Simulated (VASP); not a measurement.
# From one sheet to two: InSe monolayer, part 2 of 2

Aim: relax InSe monolayer, place its levels against the vacuum, then find how two sheets stack and bind.

VASP 6.6.1, plane waves and PAW; the level of theory is named at each step.

So far. Step 12 (A rigid stacking): Energy at zero smearing: -151.46348 eV. Step 13 (Relaxing the bilayer): The run ended after 7 ionic steps, 0.000 eV below its first step, once the forces on the free atoms met EDIFFG = -0.004.

## (14) Levels and bands of the bilayer

The same static run as for one sheet shows what the neighbour does to the levels.

Input file INCAR:

```
SYSTEM = InSe
PREC = Normal
ENCUT = 350
EDIFF = 1E-06
NELM = 120
ISMEAR = 0
SIGMA = 0.03
LREAL = .FALSE.
ALGO = Normal
METAGGA = R2SCAN
LUSE_VDW = .TRUE.
IVDW_NL = 2
BPARAM = 11.95
CPARAM = 0.0093
LASPH = .TRUE.
NBANDS = 26
LORBIT = 11
LWAVE = .FALSE.
LCHARG = .FALSE.
KPAR = 4
IDIPOL = 3
LDIPOL = .TRUE.
DIPOL = 0.5 0.5 0.5
LVHAR = .TRUE.
LVACPOTAV = .TRUE.
NEDOS = 1500
```

Input file POSCAR:

```
InSe
1.0
    4.0219178304      0.0000000000      0.0000000000
   -2.0109589152      3.4830830130      0.0000000000
    0.0000000000      0.0000000000     30.7826519272
In Se
4 4
Direct
    0.3333333300      0.6666666700      0.3177145227
    0.3333333300      0.6666666700      0.4080363429
    0.6666666700      0.3333333300      0.5919701602
    0.6666666700      0.3333333300      0.6822852733
    0.6666666700      0.3333333300      0.2760095400
    0.6666666700      0.3333333300      0.4497197903
    0.0000000000      0.0000000000      0.5502674601
    0.0000000000      0.0000000000      0.7239969105
```

Input file KPOINTS:

```
Automatic mesh
0
Gamma
9 9 1
0 0 0
```

Input file KPOINTS_OPT:

```
Line mode
14
Line-mode
Reciprocal
  0.00000000   0.00000000   0.00000000 GAMMA
  0.50000000   0.00000000   0.00000000 M

  0.50000000   0.00000000   0.00000000 M
  0.33333333   0.33333333   0.00000000 K

  0.33333333   0.33333333   0.00000000 K
  0.00000000   0.00000000   0.00000000 GAMMA
```

Potentials, in the order of the species: In and Se (PBE family, release 64).

Launch:

```sh
> mpirun -np 4 vasp_std
```

Wall time 1.8 min (4 MPI ranks of Intel Xeon 6975P-C (Granite Rapids), shared host); peak memory 1.7 GiB.

Numbers from this step:

* electronic steps: 24
* Fermi energy: -1.343 eV
* least gap on mesh and path: 1.484 eV
* least direct gap on mesh and path: 1.521 eV
* dipole moment: 0, 0, 9.60e-5 e·Å
* vacuum levels: 4.482, 4.481 eV
* ionisation potentials of the upper and lower face: 5.956, 5.955 eV
* electron affinities of the upper and lower face: 4.473, 4.472 eV

The electronic bands at the labelled points (eV, zero at the valence-band top; v1 is the highest filled band, c1 the lowest empty one):

| point | v4 | v3 | v2 | v1 | c1 | c2 | c3 | c4 |
| --- | --- | --- | --- | --- | --- | --- | --- | --- |
| Γ | -0.78 | -0.78 | -0.76 | -0.04 | 1.48 | 2.10 | 2.97 | 3.00 |
| 0.46 of the way | -1.32 | -1.23 | -0.52 | -0.22 | 2.71 | 2.83 | 2.98 | 3.18 |
| M | -1.83 | -1.71 | -1.35 | -1.24 | 2.03 | 2.11 | 2.42 | 2.56 |
| 0.46 of the way | -1.90 | -1.71 | -1.30 | -1.26 | 2.44 | 2.50 | 2.80 | 2.95 |
| K | -1.80 | -1.69 | -1.49 | -1.35 | 2.35 | 2.41 | 3.18 | 3.19 |
| 0.46 of the way | -1.93 | -1.72 | -0.58 | -0.49 | 3.04 | 3.14 | 3.16 | 3.25 |
| Γ | -0.78 | -0.78 | -0.76 | -0.04 | 1.48 | 2.10 | 2.97 | 3.00 |

Of the projections kept (In, Se), the largest for each band there; the rest of the weight can lie on other orbitals:

| point | v4 | v3 | v2 | v1 | c1 | c2 | c3 | c4 |
| --- | --- | --- | --- | --- | --- | --- | --- | --- |
| Γ | Se 0.78 | Se 0.78 | Se 0.61 | Se 0.63 | In 0.53 | Se 0.53 | In 0.77 | In 0.73 |
| M | Se 0.68 | Se 0.68 | In 0.60 | In 0.61 | In 0.65 | In 0.66 | In 0.63 | In 0.63 |
| K | Se 0.65 | Se 0.76 | In 0.75 | In 0.65 | In 0.69 | In 0.67 | In 0.66 | In 0.66 |
| Γ | Se 0.78 | Se 0.78 | Se 0.61 | Se 0.63 | In 0.53 | Se 0.53 | In 0.77 | In 0.73 |

Zero at the Fermi level. The planar average of the electrostatic potential by height:

| height (Å) | planar average of the electrostatic potential (eV) |
| --- | --- |
| 0 | 5.82 |
| 1 | 5.82 |
| 2 | 5.82 |
| 3 | 5.82 |
| 4 | 5.82 |
| 5 | 5.82 |
| 6 | 5.80 |
| 7 | 5.38 |
| 8 | -2.33 |
| 9 | -7.52 |
| 10 | -5.40 |
| 11 | 2.48 |
| 12 | -3.08 |
| 13 | -6.22 |
| 14 | -5.11 |
| 15 | 4.52 |
| 16 | 3.50 |
| 17 | -6.06 |
| 18 | -6.16 |
| 19 | -1.01 |
| 20 | 1.08 |
| 21 | -6.06 |
| 22 | -7.25 |
| 23 | 0.938 |
| 24 | 5.60 |
| 25 | 5.81 |
| 26 | 5.82 |
| 27 | 5.82 |
| 28 | 5.82 |
| 29 | 5.82 |
| 30 | 5.82 |

Density of states in the PAW spheres, an atom over height of the layer and energy from the Fermi level.

Ten even steps from '_' (0.00 states/eV) to '@' (1.19 states/eV), each cell a mean:
```
________________
________________
............____
::::::::::::::--
==----====----==
**--==****====**
@@====@@@@====@@
%%==--****--==%%
==::::====::::==
==----====----==
....::----::....
................
__....____....__
__....____....__
::==--::::--==::
__....____....__
::%%@@::::%%%%::
..====....====..
________________
________________
________________
________________
```
Columns: height of the layer (Å) from 8.5 to 22.3 (not evenly spaced); rows upwards: energy from the Fermi level (eV) from -7.9 to 0.5.

The map of layer states is cut here 0.5 eV above the Fermi level, so it leaves out the states above that.

The vacuum level lies 5.96 eV above the highest filled level at the upper face; both faces agree, as the slab has next to no dipole.

The program found no field-free point at its default tolerance, but its printed level agrees with the flat part of the planar average.

## (15) Putting the energies together

This step: monolayer and bilayer, r2SCAN + rVV10; plane waves and PAW (VASP 6.6.1).

Derived from the runs above.

This step gave:

```
polarisability per area of the slab or monolayer : 0.5672 Å
binding energy                                   : -14.75 meV/Å²
interlayer gap                                   : 3.095 Å
bilayer gap                                      : 1.484 eV
bilayer level below vacuum                       : 5.956 eV
lattice a                                        : 4.022 Å
lattice b                                        : 4.022 Å
thickness                                        : 5.341 Å
monolayer gap                                    : 2.030 eV
ionisation potential at the upper face           : 6.293 eV
```

VASP counts both for electrons: a positive EFIELD is a field along -c, and a positive dipole, in electrons times A, points along -c. Field, by row:

| EFIELD (eV/Å) | dipole along z of the monolayer (e Å) | energy change of the monolayer (eV) |
| --- | --- | --- |
| -0.1 | -0.05518 | -0.002757 |
| 0 | 0 | 0 |
| 0.1 | 0.05518 | -0.002757 |

Rigid sheets, 3.1 Å apart. Stackings, by row:

| stacking | energy above the lowest (meV/Å²) |
| --- | --- |
| same orientation, shift 0.33 0.67 | 0 |
| turned by 180 degrees, shift 0.00 0.00 | 0.09686 |
| turned by 180 degrees, shift 0.67 0.33 | 0.1087 |
| turned by 180 degrees, shift 0.33 0.67 | 20.68 |
| same orientation, shift 0.00 0.00 | 20.94 |

The polarisability is the slope of the dipole against the field, as a volume for each unit of area.

## (16) Results

```json
{"lattice a": "4.02 Å", "monolayer gap": "2.03 eV", "binding energy": "-14.8 meV/Å²", "interlayer gap": "3.10 Å", "bilayer gap": "1.48 eV", "polarisability per area of the slab or monolayer": "0.567 Å"}
```

In words: The monolayer relaxes to a = 4.022 Å and has a gap of 2.03 eV. The ionisation potential is 6.29 eV at both faces. Of 5 rigid stackings the lowest has the upper sheet in the same orientation and shifted by (0.33, 0.67) in cell vectors, and the highest lies 20.9 meV/Å² above it. Relaxed, the sheets lie 3.10 Å apart and bind by 14.8 meV/Å². The next stacking lies close, and only the lowest was relaxed, so the order could change. The second sheet narrows the gap, to 1.48 eV. All runs are without spin polarisation. The bilayer keeps the monolayer's lattice, and only high-symmetry stackings were tried. Semilocal gaps are too small. The run with spin-orbit coupling gave no result.

[Lines on the potential files, build, host, timing and source positions are cut from VASP's logs without a mark.]

[Logs are printed without paths, hosts, clocks, repeated set-up lines and the standing remarks that a program may print on its own settings, such as how far it seeks lower states.]

[Hosts, paths, dates, database ids (printed as entryN), source tags and the programs' standing remarks are cut or masked in the printed files.]

[Runs that stopped without an error message from VASP are left out.]
